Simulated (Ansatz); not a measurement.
SnSe2 in the CdI2-type structure, relaxed with r2SCAN+rVV10 in the plane-wave code Ansatz. The symmetry is P-3m1 (No. 164, trigonal); a = 3.825 Å, c = 6.227 Å in the conventional setting, 26.30 Å³ an atom. Sn is surrounded by 6 Se at 2.71 Å; Se is surrounded by 3 Sn at 2.71 Å.

The axes x, y and z are those of this cell:
```xyz
3
Lattice="3.8251 0.0000 0.0000 -1.9126 3.3127 0.0000 0.0000 0.0000 6.2271" Properties=species:S:1:pos:R:3 pbc="T T T"
Sn    0.0000    0.0000    0.0000
Se    0.0000    2.2085    1.5759
Se    1.9126    1.1042    4.6511
```

Unstrained: PBE gives an indirect gap of 0.629 eV, from k = (-0.089, 0.172, 0) to k = (0, 0.458, 0.344); the least direct gap is 1.132 eV at Γ. With r2SCAN the valence top lies at k = (-0.089, 0.172, 0) and the conduction bottom at k = (0, 0.458, 0.344), 0.916 eV higher; the smallest vertical gap, at k = (0, 0.417, 1/4), is 1.491 eV. HSE06 gives an indirect gap of 1.296 eV, from k = (-0.089, 0.172, 0) to k = (0, 0.458, 0.344); the least direct gap is 1.884 eV at k = (0, 0.458, 0.344). Meshes: PBE 12×12×4, r2SCAN 12×12×4, HSE06 6×6×4. Strains are changes of length per length, and xy shears are angles. After each strain the atoms were relaxed again with r2SCAN+rVV10 within the symmetry that the strain leaves, so tilts or polar shifts that break it weren't tested; points keep the names that they have in the unstrained zone. The values are computed, spin-unpolarised, and not measurements.

(1) For epitaxial -0.5 % in the xy plane, how far does the free direction move, and what happens to the gap?

(2) Apply uniaxial +2.0 % along z, other directions held. How far does the gap move, against the unstrained cell?

(3) For epitaxial -2.0 % in the xy plane, how far does the free direction move, and what happens to the gap?

(4) Estimate what uniaxial +2.0 % along x, other directions held does to the gap.

(5) Apply xy shear, engineering strain (angle) -2.0 %. How far does the gap move, against the unstrained cell?

Answers

(1) The normal strain at zero normal stress is +0.53 %, 1.07 of the in-plane strain with the sign turned. PBE: the gap goes from 0.629 to 0.619 eV (-0.010 eV); the edges go from (-0.089, 0.172, 0) → (0, 0.458, 0.344) to (0, 0.148, -0.143) → (0, 0.461, 0.349). r2SCAN: the gap goes from 0.916 to 0.912 eV (-0.004 eV); the edges go from (-0.089, 0.172, 0) → (0, 0.458, 0.344) to (0, 0.148, -0.143) → (0, 0.461, 0.349). HSE06: the gap goes from 1.296 to 1.253 eV (-0.043 eV); the edges go from (-0.089, 0.172, 0) → (0, 0.458, 0.344) to (0, 0.148, -0.143) → (0, 0.461, 0.349).

(2) PBE: the gap goes from 0.629 to 0.657 eV (+0.028 eV); the edges go from (-0.089, 0.172, 0) → (0, 0.458, 0.344) to (0, 0.148, -0.141) → (0, 0.466, 0.352). r2SCAN: the gap goes from 0.916 to 0.946 eV (+0.030 eV); the edges go from (-0.089, 0.172, 0) → (0, 0.458, 0.344) to (0, 0.148, -0.141) → (0, 0.466, 0.352). HSE06: the gap goes from 1.296 to 1.293 eV (-0.003 eV); the edges go from (-0.089, 0.172, 0) → (0, 0.458, 0.344) to (0, 0.148, -0.141) → (0, 0.466, 0.352).

(3) The normal strain at zero normal stress is +1.81 %, 0.91 of the in-plane strain with the sign turned. PBE: the gap goes from 0.629 to 0.530 eV (-0.099 eV); the edges go from (-0.089, 0.172, 0) → (0, 0.458, 0.344) to (0, 0.130, -0.161) → (0, 0.469, 0.370). r2SCAN: the gap goes from 0.916 to 0.827 eV (-0.089 eV); the edges go from (-0.089, 0.172, 0) → (0, 0.458, 0.344) to (0, 0.130, -0.161) → (0, 0.469, 0.370). HSE06: the gap goes from 1.296 to 1.167 eV (-0.129 eV); the edges go from (-0.089, 0.172, 0) → (0, 0.458, 0.344) to (0, 0.130, -0.161) → (0, 0.469, 0.370).

(4) PBE: the gap goes from 0.629 to 0.509 eV (-0.120 eV); the edges go from (-0.089, 0.172, 0) → (0, 0.458, 0.344) to Γ–K (0.25) → (0, 0.456, 0.326). r2SCAN: the gap goes from 0.916 to 0.783 eV (-0.133 eV); the edges go from (-0.089, 0.172, 0) → (0, 0.458, 0.344) to Γ–K (0.25) → (0, 0.456, 0.326). HSE06: the gap goes from 1.296 to 1.169 eV (-0.127 eV); the edges go from (-0.089, 0.172, 0) → (0, 0.458, 0.344) to Γ–K (0.25) → (0, 0.456, 0.326).

(5) PBE: the gap goes from 0.629 to 0.532 eV (-0.097 eV); the edges go from (-0.089, 0.172, 0) → (0, 0.458, 0.344) to (0.161, -0.161, -0.130) → (0.458, 0, -0.336). r2SCAN: the gap goes from 0.916 to 0.816 eV (-0.100 eV); the edges go from (-0.089, 0.172, 0) → (0, 0.458, 0.344) to (0.161, -0.161, -0.130) → (0.458, 0, -0.336). HSE06: the gap goes from 1.296 to 1.154 eV (-0.142 eV); the edges go from (-0.089, 0.172, 0) → (0, 0.458, 0.344) to (0.161, -0.161, -0.130) → (0.458, 0, -0.336).

No spin-orbit coupling is included; it can move band edges with weight on the heavy atoms by tenths of an eV.

Where an edge lies off the special points, it is a point of the mesh or the k point where a search put PBE's edge or least direct gap, reused for the other functionals, whose own edges may lie a little apart.

Coordinates of k points refer to the reciprocal vectors of the primitive cell of the runs.

The meshes of the hybrids are coarse, so their gaps aren't converged to the digits shown.
